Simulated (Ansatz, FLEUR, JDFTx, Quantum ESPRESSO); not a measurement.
## KTaO3: 4 runs at one level of theory

```
CELL_PARAMETERS angstrom
3.98830 0.00000 0.00000
0.00000 3.98830 0.00000
0.00000 0.00000 3.98830
ATOMIC_POSITIONS crystal
Ta 0.00000 0.00000 0.00000
K 0.50000 0.50000 0.50000
O 0.00000 0.00000 0.50000
O 0.00000 0.50000 0.00000
O 0.50000 0.00000 0.00000
```

Alike in all runs: task band structure; functional LDA; k mesh 7 × 7 × 7; occupations fermi-dirac, width 0.05 eV; no spin polarisation; no spin-orbit coupling. LDA stands for any of its common fits. Pressure is positive in compression and, in plane waves, holds the error of the finite cutoff. Gaps are the smaller of the mesh's and the band path's.

```tsv
program and potentials	plane-wave cutoff (eV)	notes	band gap (eV)	pressure (GPa)
FLEUR, all-electron, FLAPW	-	-	2.08	-
JDFTx, PseudoDojo-SR-LDA-0.4.1-standard with smoothed tails	1143	-	2.09	-
Quantum ESPRESSO, GBRV 1.5 LDA	762	-	2.07	-5.12
Ansatz, all-electron LAPW, scalar-relativistic	-	-	?	?
```

Task: Estimate from the other rows what the run with Ansatz, all-electron LAPW, scalar-relativistic gave.

Result: Band gap 2.08 eV; pressure -5.54 GPa. The other rows, which needn't bracket it: band gap 2.07 to 2.09; pressure -5.12.
